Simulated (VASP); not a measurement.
Input of a VASP 6.6.1 run:

File INCAR:

```
SYSTEM = GaN
PREC = Accurate
ENCUT = 600
EDIFF = 1E-6
ISMEAR = 0
SIGMA = 0.03
LREAL = .FALSE.
LASPH = .TRUE.
NELM = 80
ALGO = Normal
ISIF = 3
LWAVE = .FALSE.
LCHARG = .FALSE.
GGA = PE
IBRION = 2
NSW = 90
EDIFFG = -0.01
```

File KPOINTS:

```
regular mesh
0
G
  12 12 5
  0 0 0
```

POSCAR

```
GaN
1.0
    3.1800000000      0.0000000000      0.0000000000
   -1.5900000000      2.7539607800      0.0000000000
    0.0000000000      0.0000000000      5.1660000000
Ga N
2 2
Direct
    0.3333333300      0.6666666700      0.0000000000
    0.6666666700      0.3333333300      0.5000000000
    0.3333333300      0.6666666700      0.3750000000
    0.6666666700      0.3333333300      0.8750000000
```

Potentials or basis: VASP PAW PBE potentials, release 64 (Ga_d, N).

Run with:

```bash
$ cat potpaw_PBE.64/Ga_d/POTCAR potpaw_PBE.64/N/POTCAR > POTCAR
$ mpirun -np 1 vasp_std > vasp.out
```

Task: Estimate the space group after relaxing (to 0.05 Å).

Result: P6_3mc (No. 186).

Task: What does it give for the relaxed cell?

Result: a = 3.217 Å, b = 3.217 Å, c = 5.243 Å, α = 90.00°, β = 90.00°, γ = 120.00°.

Task: Estimate the band gap on the k mesh.

Result: 1.72 eV, direct.

Task: Predict the relaxed volume.

Result: 11.75 Å³/atom.

Final structure:
```xyz
4
Lattice="3.2171 0.0000 0.0000 -1.6086 2.7861 0.0000 0.0000 0.0000 5.2435" Properties=species:S:1:pos:R:3 pbc="T T T"
Ga    0.0000    1.8574    5.2395
Ga    1.6086    0.9287    2.6178
N     0.0000    1.8574    1.9703
N     1.6086    0.9287    4.5920
```

PBE gaps usually lie below the measured ones, often by a third to a half. PBE usually gives volumes a little too large and moduli too small.
